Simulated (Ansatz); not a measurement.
AgI (started from an entry of an open crystallographic database), relaxed with r2SCAN. The symmetry is P6_3mc (No. 186, hexagonal); a = 4.651 Å, c = 7.600 Å in the conventional setting, 35.59 Å³ an atom. Ag has 4 I at 2.85 Å; I has 4 Ag at 2.85 Å.

```yaml
crystal:
  lattice:
    - [4.65075, 0.00000, 0.00000]
    - [-2.32537, 4.02766, 0.00000]
    - [0.00000, 0.00000, 7.59971]
  atoms:
    - { symbol: Ag, position: [0.66667, 0.33333, 0.62752] }
    - { symbol: Ag, position: [0.33333, 0.66667, 0.12752] }
    - { symbol: I, position: [0.66667, 0.33333, 0.00248] }
    - { symbol: I, position: [0.33333, 0.66667, 0.50248] }
```

3 runs of Ansatz on this cell differ in the functional (and in the settings that go with it). Levels are in eV from each run's valence top; v1 is the last filled band, c1 the first empty one.

Run A, mean stress +0.4 GPa (compression positive):
```tsv
point	v5	v3	v1	c1	c2	c3
Γ	-0.73	-0.07	0.00	3.19	4.53	7.71
M	-2.85	-1.82	-0.73	5.23	5.46	6.59
K	-3.01	-1.60	-1.37	6.18	6.48	6.48
A	-1.81	-0.37	-0.37	4.52	4.52	7.50
L	-3.18	-1.27	-1.26	5.12	5.12	6.74
H	-3.19	-2.03	-1.15	5.86	5.86	7.49
```

Run B, mean stress +0.5 GPa (compression positive):
```tsv
point	v5	v3	v1	c1	c2	c3
Γ	-0.72	-0.07	0.00	2.78	4.11	7.29
M	-2.79	-1.79	-0.72	4.81	5.05	6.21
K	-2.91	-1.56	-1.35	5.81	6.03	6.03
A	-1.77	-0.37	-0.37	4.10	4.10	7.09
L	-3.08	-1.25	-1.24	4.72	4.72	6.34
H	-3.09	-1.99	-1.13	5.43	5.43	7.10
```

Run C, mean stress +0.6 GPa (compression positive):
```tsv
point	v5	v3	v1	c1	c2	c3
Γ	-0.66	-0.06	0.00	1.37	2.66	5.82
M	-2.48	-1.66	-0.67	3.32	3.63	4.88
K	-2.48	-1.42	-1.23	4.43	4.43	4.52
A	-1.60	-0.34	-0.34	2.64	2.64	5.65
L	-2.66	-1.16	-1.15	3.29	3.29	4.92
H	-2.62	-1.80	-1.05	3.93	3.93	5.75
```

Problem. Match the runs to PBE, DDH-PBE0, PBE0.

Solution. A is PBE0, B is DDH-PBE0, C is PBE. In order of the gap: PBE 1.37, DDH-PBE0 2.78, PBE0 3.19 eV.

(Simulation; spin polarisation is off.)

No spin-orbit coupling is included; it can move band edges with weight on the heavy atoms by tenths of an eV.

The stress of a hybrid is loosely converged in these runs.

The meshes of the hybrids are coarse, so their gaps aren't converged to the digits shown.
